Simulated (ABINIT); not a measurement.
**ZrC: band structure with TB-mBJ**

The system is ZrC.

```xyz
4
Lattice="3.3915 0.0000 0.0000 -1.6957 2.9371 0.0000 0.0000 0.0000 5.2901" Properties=species:S:1:pos:R:3 pbc="T T T"
Zr    1.6957    0.9790    3.9675
Zr    0.0000    1.9581    1.3225
C     0.0000    0.0000    2.6450
C     0.0000    0.0000    0.0000
```

The cell comes from a database or a generator and needn't be the stable form of this composition.

```
Program             : ABINIT 10.8.3 (patched build)
Task                : band structure
Functional          : TB-mBJ
Potentials or basis : JTH PAW LDA v2.0
Cutoff              : 626 eV
k mesh              : 9 × 9 × 5
Occupations         : fermi-dirac, width 0.05 eV
Spin                : no spin polarisation
Fine-grid cutoff    : 1224.51 eV
```

```
Band gap on the k mesh                                : none (metal or under the smearing width)
Valence electrons inside the program's atomic spheres : Zr 9.06; C 2.35
```

Levels at the corners of the path, in eV from the Fermi level:
| point | band 13 | band 14 | band 15 | band 16 | band 17 | band 18 | band 19 | band 20 |
| --- | --- | --- | --- | --- | --- | --- | --- | --- |
| Γ | -3.07 | -1.45 | -1.45 | 1.01 | 1.18 | 1.18 | 1.50 | 1.50 |
| M | -3.48 | -3.05 | -1.35 | -1.12 | 1.53 | 4.00 | 4.16 | 4.28 |
| K | -3.45 | -3.40 | -3.40 | 0.53 | 1.01 | 1.01 | 4.16 | 4.16 |
| Γ | -3.07 | -1.45 | -1.45 | 1.01 | 1.18 | 1.18 | 1.50 | 1.50 |
| A | -2.69 | -2.69 | -2.68 | -2.68 | 3.17 | 3.17 | 3.17 | 3.17 |
| L | -2.73 | -2.73 | -2.41 | -2.41 | 1.59 | 1.59 | 3.80 | 3.80 |
| H | -2.22 | -2.22 | -1.95 | -1.95 | 1.65 | 1.65 | 2.99 | 2.99 |
| A | -2.69 | -2.69 | -2.68 | -2.68 | 3.17 | 3.17 | 3.17 | 3.17 |

It took 11 min on 1 thread of AMD EPYC 7R43 64-Core Processor (Zen 3), on a shared host, peak memory 0.19 GiB.

Caveat: the constant c of TB-mBJ comes from the pseudo density here, which moves gaps by up to 0.3 eV between sets of potentials.
